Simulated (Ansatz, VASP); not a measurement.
**W in VASP and in Ansatz**

Contents of INCAR:

```
  PREC = Accurate
  ENCUT = 600
  EDIFF = 1E-6
  ISMEAR = -1
  SIGMA = 0.05
  LREAL = False
  LASPH = True
  NELM = 100
  ALGO = Normal
  ISIF = 3
  LWAVE = False
  LCHARG = False
  GGA = PE
  IBRION = 2
  NSW = 40
  EDIFFG = -0.01
```

Contents of KPOINTS:

```
Automatic mesh
0
Gamma
  12 12 12
```

POSCAR

```
W
1.0
   -1.5823450000      1.5823450000      1.5823450000
    1.5823450000     -1.5823450000      1.5823450000
    1.5823450000      1.5823450000     -1.5823450000
W
1
Direct
    0.0000000000      0.0000000000      0.0000000000
```

input.yaml

```yaml
crystal:
  lattice:
    - [-1.582345, 1.582345, 1.582345]
    - [1.582345, -1.582345, 1.582345]
    - [1.582345, 1.582345, -1.582345]
  atoms:
    - { symbol: W, position: [0.0, 0.0, 0.0] }
hamiltonian:
  xc: pbe
  pseudopotentials: { kind: paw }
kpoints:
  mp_grid: { grid: [12, 12, 12] }
scf:
  occupations: { method: fermi_dirac, width: 0.05 }
output:
  forces: true
  stress: true
  write_density: true
  write_potential: true
  elf: true
  volumetric_format: npy
relax:
  f_tol: 0.01
  max_steps: 40
  cell: { stress_tol: 0.05 }
```

Alike in both runs: task relaxation of cell and atoms; functional PBE; k mesh 12 × 12 × 12; occupations fermi-dirac, width 0.05 eV; no spin polarisation.

|  | VASP | Ansatz |
| --- | --- | --- |
| version | VASP 6.6.1 | Ansatz 0.2.0 |
| potentials or method | VASP PAW PBE potentials, release 64 (W_sv_GW) | Ansatz PAW |
| plane-wave cutoff (eV) | 600 | 420 |
| valence electrons in the cell | 14 | 14 |

Ansatz gave:

```
gap on the k mesh at the Fermi level, each at its own relaxed structure (eV) : none
relaxed volume (Å³/atom)                                                     : 16.15
relaxed cell length with the largest relative difference (Å)                 : 2.758
energy change over the relaxation (meV/atom)                                 : -5
```

What did VASP give for the same quantities?

gap on the k mesh at the Fermi level, each at its own relaxed structure (eV): none; relaxed volume (Å³/atom): 16.10; relaxed cell length with the largest relative difference (Å): 2.755; energy change over the relaxation (meV/atom): -4.

A gap of «none» marks a metal or a gap that the smearing closes.

Caveats: the plane-wave basis is chosen anew once the cell has moved, so the energies of steps on either side of that aren't comparable (Ansatz). The runs have no spin-orbit coupling, so splittings on W are missing. PBE usually gives volumes a little too large and moduli too small. Zero-point motion and thermal expansion aren't in these numbers.
